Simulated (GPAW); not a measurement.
Runs of GPAW 26.7.0 on InGaAs2. The structure is tetragonal, space group P-4m2 (No. 115). Conventional cell: a = 4.225 Å, b = 4.225 Å, c = 5.962 Å, α = 90.00°, β = 90.00°, γ = 90.00°. Around In (site symmetry -4m2) lie 4 As at 2.65 Å. Around As (site symmetry 2mm) lie 2 Ga at 2.52 Å and 2 In at 2.65 Å. Around Ga (site symmetry -4m2) lie 4 As at 2.52 Å. The cell comes from a database or a generator and needn't be the stable form of this composition.

```tsv
task	level	potentials or basis	spin	cell	k mesh	band path	band points	spin axis theta (degrees)	spin axis phi (degrees)	soc after scf	gap on the mesh (eV)	pressure (GPa)	relaxed volume (Å³/atom)	largest force (eV/Å)
band structure	PBEsol	PAW data sets generated in the run's folder for this functional, pw	SOC, no magnetisation	as given	6 × 6 × 5	GXMGZRAZ,XR,MA	100	90	45	second variation	0.07	-2.5	-	0.05
relaxation of cell and atoms	PBEsol+D3(BJ)+ATM	PAW data sets generated in the run's folder for this functional, pw	off	relaxed	6 × 6 × 4	-	-	-	-	-	none	0.0	24.81	-
band structure	PBEsol	PAW data sets generated in the run's folder for this functional, pw	off	as given	6 × 6 × 5	GXMGZRAZ,XR,MA	100	-	-	-	-	-2.5	-	0.05
relaxation of cell and atoms	PBEsol+D4	PAW data sets generated in the run's folder for this functional, pw	off	relaxed	6 × 6 × 4	-	-	-	-	-	none	0.0	24.97	-
relaxation of cell and atoms	PBEsol+D3	PAW data sets generated in the run's folder for this functional, pw	off	relaxed	6 × 6 × 4	-	-	-	-	-	none	0.0	(b)	-
relaxation of cell and atoms	PBEsol+D3(BJ)	PAW data sets generated in the run's folder for this functional, pw	off	relaxed	6 × 6 × 4	-	-	-	-	-	none	0.0	24.73	-
relaxation of cell and atoms	PBEsol	PAW data sets generated in the run's folder for this functional, pw	off	relaxed	6 × 6 × 4	-	-	-	-	-	none	0.0	(a)	-
```

Alike in all rows: cutoff (eV) 600; smearing fermi-dirac 0.05 eV.

**Question.** Fill in the values left out.

**Answer.** (a) 25.50; (b) 25.00.

Caveats: later steps reuse the first step's grids (some runs); pairwise dispersion overbinds metals, which lowers pressure and volume (some runs); spin-orbit coupling was added after a scalar SCF, so levels and gaps hold it while energy, forces, pressure and moments don't (some runs); this program's spin-orbit splittings come out too wide for heavy elements (some runs); spin-orbit coupling is left out, which moves the levels of the heavy elements (some runs).

A k mesh can miss the band edges, and rows without SOC leave out spin-orbit coupling on As, Ga, In.

A gap of «none» marks a metal or a gap under the smearing width.
